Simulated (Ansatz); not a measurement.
# RbBr (Pm-3m): the size of the finite step

```
CELL_PARAMETERS angstrom
4.07009 0.00000 0.00000
0.00000 4.07009 0.00000
0.00000 0.00000 4.07009
ATOMIC_POSITIONS crystal
Rb 0.00000 0.00000 0.00000
Br 0.50000 0.50000 0.50000
```

Conventional cell: a = 4.070 Å, b = 4.070 Å, c = 4.070 Å, α = 90.00°, β = 90.00°, γ = 90.00°. Rb (atom 1) is surrounded by 8 Br at 3.52 Å. Br (atom 2) is surrounded by 8 Rb at 3.52 Å.

Unless marked otherwise, the numbers come from PBEsol, PAW on Ansatz 0.2.0's default frozen-core files (fitted under PBE), scalar-relativistic. k mesh 6×6×6, strains of ±0.003, fixed occupations, cutoff 420 eV. The cell was relaxed by PAW under this functional, which moved its volume by -4 % from the database entry's. This phase needn't be the one found at ambient conditions.

(1) Elastic constants come from stresses at strains of ±0.003 (two-point stencil): C11 = 37.5, C12 = 7.1, C44 = 7.4 GPa. What does an amplitude of 0.0002 give?

Results:

(1) C11 = 37.7, C12 = 7.1, C44 = 7.4 GPa. Nothing moves by 1 %. Steps under 0.001 aren't safe in general, since the basis can change from cell to cell and the noise grows as 1/δ.

Known limits: frozen-core PAW files fitted under PBE, their cores solved anew for the functional of the run.
